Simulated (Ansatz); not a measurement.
**Moments of Fe against volume**

These are results of DFT PBE, scalar-relativistic, plane waves, PAW (Ansatz 0.2.0), not measurements.

```yaml
crystal:
  lattice:
    - [1.49844, 3.88348, 1.96511]
    - [1.49844, 0.00000, 1.96511]
    - [2.99688, 3.88348, 0.00000]
  atoms:
    - { symbol: Fe, position: [0.00000, 0.00000, 0.00000] }
    - { symbol: Fe, position: [0.00000, 0.00000, 0.50000] }
```

```
plane-wave cutoff                               : 420 eV
Γ-centred k-mesh                                : 20×20×10
occupation rule                                 : Gaussian smearing, 0.1 eV
list of starting moments (μB, in atom order)    : 4 -4
check for lower electronic states after the SCF : off
```

The cell is scaled evenly at fixed fractional positions, V₀ being the volume of the cell shown; start: antiferromagnetic, doubled cell, propagation vector (1/2, 0, 1/2). The states are those that the runs reached from these starts; a lower one can exist. Energies are extrapolated to zero smearing.

Site moments are spin moments in atom-centred spheres that scale with the neighbour distance.

```tsv
V/V₀	E above lowest (meV/atom)	P (GPa)	cell moment (μB)	site moments (μB)
0.800	295.3	59.9	0.00	Fe +1.25, Fe -1.25
0.860	104.8	31.0	0.00	Fe +1.44, Fe -1.44
0.920	17.4	11.1	0.00	Fe +1.62, Fe -1.62
0.960	0.0	1.5	0.00	Fe +1.74, Fe -1.74
1.000	?	?	?	?
1.040	?	?	?	?
1.100	93.4	-16.6	0.00	Fe +2.20, Fe -2.20
1.180	203.7	-21.6	0.00	Fe +2.40, Fe -2.40
```

**Question.** Fill in the withheld rows.

**Answer.** The withheld rows:

```json
{"V/V₀": "1.000", "E above lowest (meV/atom)": "6.9", "P (GPa)": "-5.9", "cell moment (μB)": "0.00", "site moments (μB)": "Fe +1.85, Fe -1.85"}
{"V/V₀": "1.040", "E above lowest (meV/atom)": "32.3", "P (GPa)": "-11.3", "cell moment (μB)": "0.00", "site moments (μB)": "Fe +1.98, Fe -1.98"}
```

This form isn't the element's structure at ambient conditions.

Cost: 8 runs of about 3.6 core-minutes in all, on Arm Neoverse V2 (shared hosts).